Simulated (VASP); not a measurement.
# AlN under changes of volume

One of the cells (10.626 Å³/atom); the others are scaled copies at fixed shape and fractional positions:

```
Al N
1.0
     0.00000    2.19846    2.19846
     2.19846    0.00000    2.19846
     2.19846    2.19846    0.00000
Al N
1 1
Direct
  0.00000 0.00000 0.00000
  0.25000 0.25000 0.25000
```

Measurements of this composition are mostly on another form, of space group No. 186.

```yaml
Program: VASP 6.6.1
Functional: PBE
Potentials_or_basis: VASP PAW PBE potentials, release 64 (Al, N)
Cutoff: 520 eV
k_mesh: 10 × 10 × 10
Occupations: fermi-dirac, width 0.05 eV
Spin: no spin polarisation
```

| volume (Å³/atom) | energy over the lowest point (meV/atom) | pressure (GPa) | gap on the mesh (eV) |
| --- | --- | --- | --- |
| 9.792 | 49.11 | 19.3 | 3.35 |
| 10.001 | 27.39 | 13.9 | 3.34 |
| 10.209 | 12.36 | 9.0 | 3.33 |
| 10.626 | 0.00 | 0.6 | 3.31 |
| 10.834 | ? | ? | ? |
| 11.042 | 7.72 | -6.4 | 3.29 |

**Question.** What does the run at 10.834 Å³/atom give?

**Answer.** Energy over the lowest point 1.60 meV/atom; pressure -3.1 GPa; gap on the mesh 3.30 eV.

Worked out: A Birch-Murnaghan fit of order 3 (a polynomial in V^(-2/3)) to the other rows has its minimum at 10.66 Å³/atom with B0 = V·E''(V) = 194 GPa and B' = 3.8. It gives 1.58 meV/atom at 10.834 Å³/atom, against the run's 1.60, and -dE/dV = -3.0 GPa, against -3.1. A straight line through the other rows of the gap, of slope -0.5 eV per unit of ln V, gives 3.30 eV, against the run's 3.30.

Energies are extrapolated to zero smearing.

A mesh can miss the band edges.
